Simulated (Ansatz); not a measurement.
The system is Mn3Si.

```xyz
4
Lattice="0.0000 2.8610 2.8610 2.8610 0.0000 2.8610 2.8610 2.8610 0.0000" Properties=species:S:1:pos:R:3 pbc="T T T"
Mn    4.2915    4.2915    4.2915
Mn    1.4305    1.4305    1.4305
Mn    2.8610    2.8610    2.8610
Si    0.0000    0.0000    0.0000
```

Alike in all runs: program Ansatz 0.2.0; functional PBEsol; potentials or basis Ansatz PAW; cutoff 420 eV (not typed: the program's choice for these potentials); k mesh 7 × 7 × 7; occupations fermi-dirac, width 0.05 eV.

Problem. Only the start or the spin constraint differs. Which run ends lowest in energy?
A. collinear spin, ferromagnetic start of up to 5 μB; fixed moment 15
B. collinear spin, ferromagnetic start of up to 4 μB; fixed moment 12
C. collinear spin, ferromagnetic start of up to 3 μB; fixed moment 9
D. collinear spin, ferromagnetic start of up to 2 μB; fixed moment 6
E. collinear spin, program default start; fixed moment 0
F. collinear spin, ferromagnetic start of up to 1 μB; fixed moment 3

Solution. F.

```tsv
start	free energy over the lowest (meV/atom)	net moment (μB)	site or absolute moments (μB)	gap
collinear spin, ferromagnetic start of up to 5 μB; fixed moment 15	2781.5	15.00	Mn +4.14, +4.27; Si +0.47	-
collinear spin, ferromagnetic start of up to 4 μB; fixed moment 12	1121.5	12.00	Mn +3.52, +3.76; Si +0.11	-
collinear spin, ferromagnetic start of up to 1 μB; fixed moment 3	0.0	3.00	Mn +0.50, +1.92; Si -0.01	-
collinear spin, ferromagnetic start of up to 3 μB; fixed moment 9	432.1	9.00	Mn +2.85; Si -0.05	-
collinear spin, ferromagnetic start of up to 6 μB; fixed moment 18	5358.0	18.00	Mn +4.65, +4.67; Si +0.91	-
collinear spin, program default start; fixed moment 0	83.4	0.00	-	-
collinear spin, ferromagnetic start of up to 8 μB; fixed moment 24	13606.1	24.00	Mn +5.34, +5.35; Si +2.19	-
collinear spin, ferromagnetic start of up to 2 μB; fixed moment 6	163.7	6.00	Mn +1.99, +1.88; Si -0.06	-
```

All polarised runs hold their moment fixed, so the table maps the energy against it. A still lower state may exist.

Caveats: the cell is far from rest, so the order of the states can change on relaxing; the total moment is fixed, so each spin has its own Fermi level.
